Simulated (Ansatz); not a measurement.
## Relaxing Cr

Theory: Ansatz 0.2.0, DFT PBEsol, scalar-relativistic, plane waves, PAW. Run with 420 eV cutoff, 20×20×20 k-mesh, Gaussian smearing of 0.10 eV, no spin polarisation.

What was changed in Y: Y → Cr on all its sites, cell and atoms relaxed.

Command:

```bash
ansatz run input.yaml --threads 1 --pin off --max-ram 2560MiB --backend cpu --events-out ev --progress --plain --runs-dir out
```

Input:

```yaml
crystal:
  lattice:
    - [0.0, 1.7923513836, 1.7923513836]
    - [1.7923513836, 0.0, 1.7923513836]
    - [1.7923513836, 1.7923513836, 0.0]
  atoms:
    - { symbol: Cr, position: [0.0, 0.0, 0.0] }
basis:
  ecutwfc: 420
kpoints:
  mp_grid: { grid: [20, 20, 20] }
hamiltonian:
  xc: pbesol
scf:
  occupations: { method: gaussian, width: 0.1 }
output:
  forces: true
  stress: true
  eigenvalues: true
relax:
  adjacent_minimum: "off"
  f_tol: 0.01
  max_steps: 60
  cell: { stress_tol: 0.1 }
```

F is the free energy. Steps run on the plane waves of an earlier cell, but the last one, and at times one on the way, on a freshly chosen basis, so a repeated geometry can differ a little in energy.

Steps:

```csv
step,F − F(1) (eV),largest force component (eV/Å),V (Å³/atom),P (GPa)
1,0.0000,0.000,11.516,-1.41
2,-0.0003,0.000,11.466,-0.29
3,-0.0003,0.000,11.453,0.01
4,-0.0003,0.000,11.453,0.00
```

Relaxed structure:

```yaml
crystal:
  lattice:
    - [0.00000, 1.78906, 1.78906]
    - [1.78906, 0.00000, 1.78906]
    - [1.78906, 1.78906, 0.00000]
  atoms:
    - { symbol: Cr, position: [0.00000, 0.00000, 0.00000] }
```

The structure is cubic, space group Fm-3m (No. 225). Conventional cell: a = 3.578 Å, b = 3.578 Å, c = 3.578 Å, α = 90.00°, β = 90.00°, γ = 90.00°. Around Cr (site symmetry m-3m) lie 12 Cr at 2.53 Å.

The run converged. The run took 7.3 s on 1 thread of Arm Neoverse V2 (shared host), peak memory 0.32 GiB.